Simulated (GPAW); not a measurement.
Crystal: BAs.

```xyz
2
Lattice="3.3778 0.0000 0.0000 1.6889 2.9253 0.0000 1.6889 0.9751 2.7580" Properties=species:S:1:pos:R:3 pbc="T T T"
As    5.0668    2.9253    2.0685
B     0.0000    0.0000    0.0000
```

Base run:

| Item | Value |
| --- | --- |
| Program | GPAW 26.7.0 |
| Functional | M06-L |
| Potentials or basis | GPAW PAW data sets (gpaw-data 1.2.1) |
| Cutoff | 800 eV |
| Basis | pw |
| k mesh | 8 × 8 × 8 |
| Occupations | fermi-dirac, width 0.05 eV |
| Spin | spin-orbit coupling, no magnetisation |

Its results: band gap on the k mesh 1.18 eV, indirect (least direct gap 3.18 eV); pressure 1.9 GPa.

Task: The run is repeated on the same cell with these changes: functional from M06-L to rSCAN; band points from 80 to 60. What comes out?

Result: Band gap on the k mesh 1.33 eV, indirect (least direct gap 3.25 eV); pressure 0.5 GPa.

Caveats: spin-orbit coupling was added after a scalar SCF, so levels and gaps hold it while energy, forces, pressure and moments don't; this program's spin-orbit splittings come out too wide for heavy elements; the PAW data sets were made with another functional, which shifts forces and pressure a little.

Not every run made on this cell is shown here.
